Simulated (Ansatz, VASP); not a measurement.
# Rb in VASP and in Ansatz

INCAR

```
PREC     = Accurate       # precision mode
ENCUT    = 520            # plane-wave cutoff, eV
EDIFF    = 1E-7           # SCF threshold, eV
ISMEAR   = -1             # smearing method
SIGMA    = 0.05           # smearing width, eV
LREAL    = F              # projectors in reciprocal space
LASPH    = T              # aspherical terms in the spheres
NELM     = 80             # most SCF steps
ALGO     = Normal         # electronic algorithm
ISIF     = 2              # what is computed and relaxed
LWAVE    = F              # write WAVECAR
LCHARG   = F              # write CHGCAR
GGA      = PE             # functional
NBANDS   = 26             # bands
```

File KPOINTS:

```
regular mesh
0
Gamma
  5 6 3
```

POSCAR

```
Rb
1.0
    5.7400000000      0.0000000000      0.0000000000
    0.0000000000      4.6400000000      0.0000000000
    0.0000000000      0.0000000000     12.3800000000
Rb
4
Direct
    0.9530000000      0.7500000000      0.1070000000
    0.5470000000      0.2500000000      0.6070000000
    0.4530000000      0.7500000000      0.3930000000
    0.0470000000      0.2500000000      0.8930000000
```

input.yaml

```yaml
crystal:
  lattice:
    - [5.74, 0.0, 0.0]
    - [0.0, 4.64, 0.0]
    - [0.0, 0.0, 12.38]
  atoms:
    - { symbol: Rb, position: [0.953, 0.75, 0.107] }
    - { symbol: Rb, position: [0.547, 0.25, 0.607] }
    - { symbol: Rb, position: [0.453, 0.75, 0.393] }
    - { symbol: Rb, position: [0.047, 0.25, 0.893] }
hamiltonian:
  xc: pbe
  pseudopotentials: { kind: paw }
kpoints:
  mp_grid: { grid: [5, 6, 3] }
scf:
  occupations: { method: fermi_dirac, width: 0.05 }
output:
  forces: true
  stress: true
  eigenvalues: true
```

This isn't the form of Rb at room conditions, which is bcc.

Alike in both runs: task single point; functional PBE; k mesh 5 × 6 × 3; occupations fermi-dirac, width 0.05 eV; no spin polarisation.

|  | VASP | Ansatz |
| --- | --- | --- |
| version | VASP 6.6.1 | Ansatz 0.2.0 |
| potentials or method | VASP PAW PBE potentials, release 64 (Rb_sv) | Ansatz PAW |
| plane-wave cutoff (eV) | 520 | 420 |
| valence electrons in the cell | 36 | 36 |

```tsv
	VASP	Ansatz	Ansatz less VASP
gap on the k mesh at the Fermi level (eV)	none	none	-
pressure (GPa)	1.1	1.1	0.00
largest component of the traceless stress (GPa)	1.63	1.63	-0.002
rms of the force components (eV/Å)	0.442	0.442	-0.0009
```

Atom by atom the forces differ by 0.001 eV/Å (rms over components). A gap of «none» marks a metal or a gap that the smearing closes. With one functional, cell and mesh, what is left measures potentials, basis and numerics.
